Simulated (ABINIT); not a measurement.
# CuAu (P4/mmm) in ABINIT: further runs

Aim: see how the results for CuAu move with the level of theory and the settings. Levels: BLYP, AM05. Tasks: band structure.

Everything below comes from runs of ABINIT 10.8.3 (patched build). Logs are shortened: lines on timing, memory, paths and dates and some standing lists are left out, and cuts for length are marked. The log counts tension as positive stress, the text compression.

## (1) The crystal as given

The structure is tetragonal, space group P4/mmm (No. 123). Conventional cell: a = 2.811 Å, b = 2.811 Å, c = 3.685 Å, α = 90.00°, β = 90.00°, γ = 90.00°. Au (site symmetry 4/mmm) has 8 Cu at 2.71 Å and 4 Au at 2.81 Å as nearest neighbours. Cu (site symmetry 4/mmm) is surrounded by 8 Au at 2.71 Å and 4 Cu at 2.81 Å.

## (2) Band structure, BLYP

The input, run.abi:

```
# Datasets: ground state, then fixed potential
ndtset 2

# Pseudopotentials
pp_dirpath "./"
pseudos "Au.GGA_PBE-JTH.xml, Cu.GGA_PBE-JTH.xml"

# Structure
acell 2.8107494552 2.8107494552 3.685 Angstrom
rprim
     1.0000000000     0.0000000000     0.0000000000
     0.0000000000     1.0000000000     0.0000000000
     0.0000000000     0.0000000000     1.0000000000
ntypat 2
znucl 79 29
natom 2
typat 1 2
xred
     0.0000000000     0.0000000000     0.0000000000
     0.5000000000     0.5000000000     0.5000000000

# Plane-wave basis
ecut 31.0
pawecutdg 53.0
pawxcdev 0

# Exchange and correlation
ixc -106131

# Bands and occupations
occopt 3
tsmear 0.00183747

# SCF cycle
nstep 100

# Output
iomode 3
prtwf 0
prteig 0
prtebands 0
prtden1 1

# Dataset 1
kptopt1 1
ngkpt1 9 9 7
nshiftk1 1
shiftk1 0.0 0.0 0.0
nband1 19
tolvrs1 1.0e-9

# Dataset 2: bands along G-X-M-G-Z-R-A-Z
iscf2 -2
getden2 1
nband2 25
nbdbuf2 4
tolwfr2 1.0e-11
kptopt2 -7
ndivsm2 6
prteig2 1
kptbounds2
     0.0000000000     0.0000000000     0.0000000000
     0.0000000000     0.5000000000     0.0000000000
     0.5000000000     0.5000000000     0.0000000000
     0.0000000000     0.0000000000     0.0000000000
     0.0000000000     0.0000000000     0.5000000000
     0.0000000000     0.5000000000     0.5000000000
     0.5000000000     0.5000000000     0.5000000000
     0.0000000000     0.0000000000     0.5000000000
```

Potentials or basis: JTH PAW PBE v2.0.

Run with:

```bash
$ abinit run.abi > log 2>&1
```

run.abo:

```text
.Version 10.8.3 of ABINIT
 DATASET    1 : space group P4/m m m (#123); Bravais tP (primitive tetrag.)
================================================================================
 Values of the parameters that define the memory need for DATASET  1.
     intxc =       0    ionmov =       0      iscf =      17    lmnmax =      18
     lnmax =       6     mgfft =      36  mpssoang =       3    mqgrid =    3001
     natom =       2  nloc_mem =       2    nspden =       1   nspinor =       1
    nsppol =       1      nsym =      16    n1xccc =       1    ntypat =       2
    occopt =       3   xclevel =       2
       mpw =        1639          nfft =       32400          nkpt =          60
 PAW method is used; the additional fine FFT grid is defined by:
   mgfftf=        48    nfftf =     62208
================================================================================
================================================================================

 DATASET    2 : space group P4/m m m (#123); Bravais tP (primitive tetrag.)
================================================================================
 Values of the parameters that define the memory need for DATASET  2.
     intxc =       0    ionmov =       0      iscf =      -2    lmnmax =      18
     lnmax =       6     mgfft =      36  mpssoang =       3    mqgrid =    3001
     natom =       2  nloc_mem =       2    nspden =       1   nspinor =       1
    nsppol =       1      nsym =      16    n1xccc =       1    ntypat =       2
    occopt =       3   xclevel =       2
       mpw =        1646          nfft =       32400          nkpt =          61
 PAW method is used; the additional fine FFT grid is defined by:
   mgfftf=        48    nfftf =     62208
================================================================================
================================================================================

--------------------------------------------------------------------------------
------------- Echo of variables that govern the present computation ------------
--------------------------------------------------------------------------------
 -outvars: echo values of preprocessed input variables --------
            acell      5.3115466789E+00  5.3115466789E+00  6.9636407740E+00 Bohr
              amu      1.96966540E+02  6.35460000E+01
             ecut      3.10000000E+01 Hartree
           getden1          0
           getden2          1
             iscf1         17
             iscf2         -2
                       outvar_i_n : Printing only first  50 k-points.
              ixc     -106131
           jdtset        1    2
                       outvar_i_n : Printing only first  50 k-points.
           kptopt1          1
           kptopt2         -7
         kptrlatt        9    0    0      0    9    0      0    0    7
          kptrlen1     4.78039201E+01
          kptrlen2     3.00000000E+01
            natom           2
            nband1         19
            nband2         25
           nbdbuf1          0
           nbdbuf2          4
           ndtset           2
           ndivsm1          0
           ndivsm2          6
            ngfft          30      30      36
          ngfftdg          36      36      48
             nkpt1         60
             nkpt2         61
            nstep         100
             nsym          16
           ntypat           2
                       prtocc : prtvol=0, do not print more k-points.
           occopt           3
        pawecutdg      5.30000000E+01 Hartree
         pawxcdev           0
        prtebands           0
           prteig1          0
           prteig2          1
            prtwf           0
           shiftk1     0.00000000E+00  0.00000000E+00  0.00000000E+00
           shiftk2     5.00000000E-01  5.00000000E-01  5.00000000E-01
          spgroup         123
           tolvrs1     1.00000000E-09
           tolvrs2     0.00000000E+00
           tolwfr1     0.00000000E+00
           tolwfr2     1.00000000E-11
           tsmear      1.83747000E-03 Hartree
            typat      1  2
           useylm           1
                       outvars : Printing only first  50 k-points.
           xangst      0.0000000000E+00  0.0000000000E+00  0.0000000000E+00
                       1.4053747276E+00  1.4053747276E+00  1.8425000000E+00
            xcart      0.0000000000E+00  0.0000000000E+00  0.0000000000E+00
                       2.6557733394E+00  2.6557733394E+00  3.4818203870E+00
             xred      0.0000000000E+00  0.0000000000E+00  0.0000000000E+00
                       5.0000000000E-01  5.0000000000E-01  5.0000000000E-01
[... 228 lines left out ...]
- sigma(3 3)= -1.40895705E+01  sigma(2 1)=  0.00000000E+00

================================================================================
== DATASET  2 ==================================================================

--- !DatasetInfo
iteration_state: {dtset: 2, }
dimensions: {natom: 2, nkpt: 61, mband: 25, nsppol: 1, nspinor: 1, nspden: 1, mpw: 1646, }
cutoff_energies: {ecut:  31.0, pawecutdg:  53.0, }
electrons: {nelect:   3.00000000E+01, charge:   0.00000000E+00, occopt:   3.00000000E+00, tsmear:   1.83747000E-03, }
meta: {optdriver: 0, ionmov: 0, optcell: 0, iscf: -2, paral_kgb: 0, }
...

 mkfilename : getden/=0, take file _DEN from output of DATASET   1.

 Real(R)+Recip(G) space primitive vectors, cartesian coordinates (Bohr,Bohr^-1):
 R(1)=  5.3115467  0.0000000  0.0000000  G(1)=  0.1882691  0.0000000  0.0000000
 R(2)=  0.0000000  5.3115467  0.0000000  G(2)=  0.0000000  0.1882691  0.0000000
 R(3)=  0.0000000  0.0000000  6.9636408  G(3)=  0.0000000  0.0000000  0.1436030
 Unit cell volume ucvol=  1.9646191E+02 bohr^3
 Angles (23,13,12)=  9.00000000E+01  9.00000000E+01  9.00000000E+01 degrees

 Coarse grid specifications (used for wave-functions):

 getcut: wavevector=  0.0000  0.0000  0.0000  ngfft=  30  30  36
         ecut(hartree)=     31.000   => boxcut(ratio)=   2.06262

 Fine grid specifications (used for densities):

 getcut: wavevector=  0.0000  0.0000  0.0000  ngfft=  36  36  48
         ecut(hartree)=     53.000   => boxcut(ratio)=   2.06813
--------------------------------------------------------------------------------

================================================================================
 Non-SCF case, kpt    1 (  0.00000  0.00000  0.00000), residuals and eigenvalues=
  3.76E-12  5.02E-12  3.87E-12  7.04E-12  8.92E-12  4.69E-12  7.45E-12  2.69E-12
  9.81E-12  6.41E-12  8.55E-12  7.75E-12  4.85E-12  1.85E-12  4.14E-12  9.74E-12
  7.51E-12  3.97E-12  4.91E-12  4.86E-12  4.48E-12  3.78E-12  5.75E-12  6.65E-11
  1.95E-10
 -3.8269E+00 -2.2646E+00 -2.2642E+00 -2.2642E+00 -6.1687E-02  5.0965E-02
  5.7723E-02  1.4284E-01  1.4284E-01  1.8145E-01  1.8823E-01  2.1324E-01
  2.2977E-01  2.3829E-01  2.3829E-01  3.7651E-01  5.8602E-01  6.6767E-01
  6.6767E-01  9.2006E-01  9.2082E-01  9.7032E-01  1.0787E+00  1.0787E+00
  1.1120E+00
 Non-SCF case, kpt    2 (  0.00000  0.06250  0.00000), residuals and eigenvalues=
[... 585 lines left out ...]
  8.0504E-02  1.5157E-01  1.5546E-01  1.5676E-01  1.7880E-01  1.8522E-01
  2.0701E-01  2.0833E-01  2.1293E-01  2.2042E-01  8.0059E-01  8.0886E-01
  8.1612E-01  8.3033E-01  9.0070E-01  9.0414E-01  9.8876E-01  1.0558E+00
  1.0658E+00
 Non-SCF case, kpt   61 (  0.00000  0.00000  0.50000), residuals and eigenvalues=
  7.28E-12  8.60E-12  6.26E-12  5.33E-12  9.41E-12  7.52E-12  9.98E-12  3.43E-12
  9.34E-12  7.18E-12  6.88E-12  6.30E-12  7.12E-12  2.85E-12  5.52E-12  8.67E-12
  2.09E-12  9.96E-12  8.60E-12  8.97E-12  8.14E-12  7.84E-12  3.73E-11  6.59E-08
  3.08E-05
 -3.8269E+00 -2.2646E+00 -2.2642E+00 -2.2642E+00  5.4718E-03  6.0076E-02
  8.1384E-02  1.5575E-01  1.5575E-01  1.5645E-01  1.7510E-01  1.9077E-01
  2.0625E-01  2.0705E-01  2.0705E-01  2.1941E-01  8.3855E-01  8.3855E-01
  8.4442E-01  8.5234E-01  8.5234E-01  8.7541E-01  9.5229E-01  1.0432E+00
  1.0624E+00

--- !ResultsGS
iteration_state: {dtset: 2, }
comment   : Summary of ground state results
lattice_vectors:
- [  5.3115467,   0.0000000,   0.0000000, ]
- [  0.0000000,   5.3115467,   0.0000000, ]
- [  0.0000000,   0.0000000,   6.9636408, ]
lattice_lengths: [   5.31155,    5.31155,    6.96364, ]
lattice_angles: [ 90.000,  90.000,  90.000, ] # degrees, (23, 13, 12)
lattice_volume:   1.9646191E+02
convergence: {deltae:  0.000E+00, res2:  0.000E+00, residm:  9.994E-12, diffor:  0.000E+00, }
etotal    :  -2.32010705E+02
entropy   :   0.00000000E+00
fermie    :   2.94267440E-01
cartesian_stress_tensor: null
pressure_GPa: null
xred      :
- [  0.0000E+00,   0.0000E+00,   0.0000E+00, Au]
- [  5.0000E-01,   5.0000E-01,   5.0000E-01, Cu]
cartesian_forces: null
force_length_stats: {min: null, max: null, mean: null, }
...

 Integrated electronic density in atomic spheres:
 ------------------------------------------------
 Atom  Sphere_radius  Integrated_density
    1        2.50870          9.58946715
    2        2.00090         17.37356397

================================================================================

 ----iterations are completed or convergence reached----

 Mean square residual over all n,k,spin=   65.484E-13; max=  99.935E-13
 reduced coordinates (array xred) for    2 atoms
       0.000000000000      0.000000000000      0.000000000000
       0.500000000000      0.500000000000      0.500000000000

 cartesian coordinates (angstrom) at end:
    1      0.00000000000000     0.00000000000000     0.00000000000000
    2      1.40537472760000     1.40537472760000     1.84250000000000
 length scales=  5.311546678873  5.311546678873  6.963640773970 bohr
              =  2.810749455200  2.810749455200  3.685000000000 angstroms
 Eigenvalues (hartree) for nkpt=  61  k points:
 kpt#   1, nband= 25, wtk=  1.00000, kpt=  0.0000  0.0000  0.0000 (reduced coord)
  -3.82689   -2.26463   -2.26424   -2.26424   -0.06169    0.05096    0.05772    0.14284
   0.14284    0.18145    0.18823    0.21324    0.22977    0.23829    0.23829    0.37651
   0.58602    0.66767    0.66767    0.92006    0.92082    0.97032    1.07869    1.07869
   1.11197
 kpt#   2, nband= 25, wtk=  1.00000, kpt=  0.0000  0.0625  0.0000 (reduced coord)
  -3.82689   -2.26462   -2.26426   -2.26423   -0.05832    0.05275    0.05955    0.14087
   0.14362    0.18002    0.18879    0.21309    0.22834    0.23316    0.23760    0.38611
   0.58171    0.64935    0.67333    0.91687    0.94792    0.97105    1.06309    1.08464
   1.09872
 kpt#   3, nband= 25, wtk=  1.00000, kpt=  0.0000  0.1250  0.0000 (reduced coord)
  -3.82689   -2.26462   -2.26433   -2.26423   -0.04849    0.05701    0.06587    0.13517
   0.14592    0.17589    0.19018    0.21292    0.22160    0.22455    0.23554    0.41104
   0.55925    0.62126    0.68978    0.90466    0.96761    1.01292    1.03168    1.07450
   1.10224
 kpt#   4, nband= 25, wtk=  1.00000, kpt=  0.0000  0.1875  0.0000 (reduced coord)
  -3.82688   -2.26461   -2.26444   -2.26422   -0.03295    0.06239    0.07725    0.12642
[... 274 lines left out ...]
  -3.82689   -2.26464   -2.26429   -2.26429    0.01971    0.06750    0.07820    0.14313
   0.15280    0.15996    0.17510    0.18586    0.20693    0.21072    0.22385    0.22672
   0.75734    0.76012    0.76785    0.80756    0.93375    0.95750    1.04680    1.06710
   1.08430
 kpt#  60, nband= 25, wtk=  1.00000, kpt=  0.0455  0.0455  0.5000 (reduced coord)
  -3.82689   -2.26465   -2.26425   -2.26425    0.00907    0.06194    0.08050    0.15157
   0.15546    0.15676    0.17880    0.18522    0.20701    0.20833    0.21293    0.22042
   0.80059    0.80886    0.81612    0.83033    0.90070    0.90414    0.98876    1.05581
   1.06575
 kpt#  61, nband= 25, wtk=  1.00000, kpt=  0.0000  0.0000  0.5000 (reduced coord)
  -3.82689   -2.26465   -2.26424   -2.26424    0.00547    0.06008    0.08138    0.15575
   0.15575    0.15645    0.17510    0.19077    0.20625    0.20705    0.20705    0.21941
   0.83855    0.83855    0.84442    0.85234    0.85234    0.87541    0.95229    1.04317
   1.06243

== END DATASET(S) ==============================================================
================================================================================

 -outvars: echo values of variables after computation  --------
            acell      5.3115466789E+00  5.3115466789E+00  6.9636407740E+00 Bohr
           etotal1    -2.3201070549E+02
            fcart1    -0.0000000000E+00 -0.0000000000E+00 -0.0000000000E+00
                      -0.0000000000E+00 -0.0000000000E+00 -0.0000000000E+00
           strten1    -5.1711414225E-04 -5.1711414225E-04 -4.7889476590E-04
                       0.0000000000E+00  0.0000000000E+00  0.0000000000E+00
           xangst      0.0000000000E+00  0.0000000000E+00  0.0000000000E+00
                       1.4053747276E+00  1.4053747276E+00  1.8425000000E+00
             xred      0.0000000000E+00  0.0000000000E+00  0.0000000000E+00
                       5.0000000000E-01  5.0000000000E-01  5.0000000000E-01
 Calculation completed.
```

It took 6.3 min on 1 thread of AMD EPYC 7R43 (Zen 3), shared host; peak memory 0.16 GiB.

Results:

| Item | Value |
| --- | --- |
| Free energy | -6313.3329 eV |
| Pressure | 14.8 GPa |
| Band gap on the k mesh | none (metal or under the smearing width) |
| Valence electrons inside the program's atomic spheres | Au 9.59; Cu 17.37 |

Stress tensor (GPa, compression positive):
```
15.21  0.00  0.00
 0.00 15.21  0.00
 0.00  0.00 14.09
```

Levels at the corners of the path, in eV from the Fermi level:
| point | band 13 | band 14 | band 15 | band 16 | band 17 | band 18 |
| --- | --- | --- | --- | --- | --- | --- |
| Γ | -1.75 | -1.52 | -1.52 | 2.24 | 7.94 | 10.16 |
| X | -2.46 | -2.24 | -0.90 | -0.19 | 9.63 | 9.64 |
| M | -1.43 | -1.43 | 0.83 | 0.83 | 5.09 | 6.70 |
| Γ | -1.75 | -1.52 | -1.52 | 2.24 | 7.94 | 10.16 |
| Z | -2.40 | -2.37 | -2.37 | -2.04 | 14.81 | 14.81 |
| R | -1.65 | -1.61 | -0.84 | -0.83 | 2.60 | 4.29 |
| A | -1.72 | -1.70 | 5.26 | 5.64 | 5.64 | 5.99 |
| Z | -2.40 | -2.37 | -2.37 | -2.04 | 14.81 | 14.81 |

Caveat: the PAW data sets were made with another functional, which shifts forces and pressure a little; spin-orbit coupling is left out, which moves the levels of the heavy elements.

(Part 1 of 2 ends here.)
